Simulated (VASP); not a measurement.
Wanted: the native input for a VASP 6.6.1 run.

* Task: relaxation of cell and atoms
* Functional: PBE
* Potentials or basis: VASP PAW PBE potentials, release 64 (Sn_d, O)
* Cutoff: 600 eV
* k mesh: 6 × 6 × 6
* Occupations: gaussian, width 0.03 eV
* Spin: no spin polarisation
* Further INCAR settings: ALGO = Normal; EDIFF = 1e-06; IBRION = 2; EDIFFG = -0.01; NSW = 90; ISIF = 3

The structure of SnO2 lies in POSCAR:

```
SnO2
1.0
    5.1752560000      0.0000000000      0.0000000000
    0.0000000000      5.1752560000      0.0000000000
    0.0000000000      0.0000000000      5.1752560000
Sn O
4 8
Direct
    0.0000000000      0.5000000000      0.5000000000
    0.5000000000      0.5000000000      0.0000000000
    0.5000000000      0.0000000000      0.5000000000
    0.0000000000      0.0000000000      0.0000000000
    0.3389020000      0.1610980000      0.8389020000
    0.1610980000      0.8389020000      0.3389020000
    0.8389020000      0.3389020000      0.1610980000
    0.6610980000      0.6610980000      0.6610980000
    0.3389020000      0.3389020000      0.3389020000
    0.1610980000      0.6610980000      0.8389020000
    0.8389020000      0.1610980000      0.6610980000
    0.6610980000      0.8389020000      0.1610980000
```

Measurements of this composition are mostly on another form, of space group No. 136.

These files were run (other wordings do the same):

INCAR

```
PREC = Accurate
ENCUT = 600
EDIFF = 1E-6
ISMEAR = 0
SIGMA = 0.03
LREAL = F
LASPH = T
NELM = 80
ALGO = Normal
ISIF = 3
LWAVE = F
LCHARG = F
GGA = PE
IBRION = 2
NSW = 90
EDIFFG = -0.01
KPAR = 4
```

KPOINTS

```
Automatic mesh
0
Gamma
  6 6 6
```

Potentials or basis: VASP PAW PBE potentials, release 64 (Sn_d, O).

The run is started by

```console
$ cat potpaw_PBE.64/Sn_d/POTCAR potpaw_PBE.64/O/POTCAR > POTCAR
$ mpirun -np 4 vasp_std > vasp.out
```

It gave:

```json
{"Relaxed volume": "11.54 Å³/atom", "Relaxed cell": "a = 5.173 Å, b = 5.173 Å, c = 5.173 Å, α = 90.00°, β = 90.00°, γ = 90.00°", "Space group after relaxing (to 0.05 Å)": "Pa-3 (No. 205)", "Energy gained by relaxing": "0.0 meV/atom", "Ionic steps": "3", "Pressure after relaxing": "0.0 GPa", "Largest force after relaxing": "0.005 eV/Å", "Band gap on the k mesh": "0.57 eV, indirect (least direct gap 0.63 eV)"}
```

Caveat: spin-orbit coupling is left out, which moves the levels of the heavy elements.

It took 3 min on 4 MPI ranks on Intel(R) Xeon(R) Platinum 8488C (Sapphire Rapids) (shared host), peak memory 0.37 GiB a rank.
